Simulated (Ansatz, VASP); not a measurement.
**In: VASP beside Ansatz**

```
In
1.0
    -1.59363    1.65867    2.47395
     1.59363   -1.65867    2.47395
     1.59363    1.65867   -2.47395
In
1
Direct
  0.00000 0.00000 0.00000
```

Change from the starting cell: strain -0.0200 x Voigt [1, -1, 0, 0, 0, 0], atoms carried along.

Alike in both runs: task single point; functional PBEsol; k mesh 20 × 20 × 20; occupations gaussian, width 0.15 eV; no spin polarisation.

|  | VASP | Ansatz |
| --- | --- | --- |
| version | VASP 6.6.1 | Ansatz 0.2.0 |
| potentials or method | VASP PAW PBE potentials, release 64 (In_d) | scalar-relativistic, plane waves, PAW |
| plane-wave cutoff (eV) | 520 | 420 |
| valence electrons in the cell | 13 | 13 |

|  | VASP | Ansatz | Ansatz less VASP |
| --- | --- | --- | --- |
| gap on the k mesh at the Fermi level (eV) | none | none | - |
| pressure (GPa) | -0.9 | -0.9 | -0.02 |
| largest component of the traceless stress (GPa) | 0.51 | 0.51 | -0.007 |

A gap of «none» marks a metal or a gap that the smearing closes.

Caveats: the PAW data sets were made with another functional, which shifts forces and pressure a little (VASP).
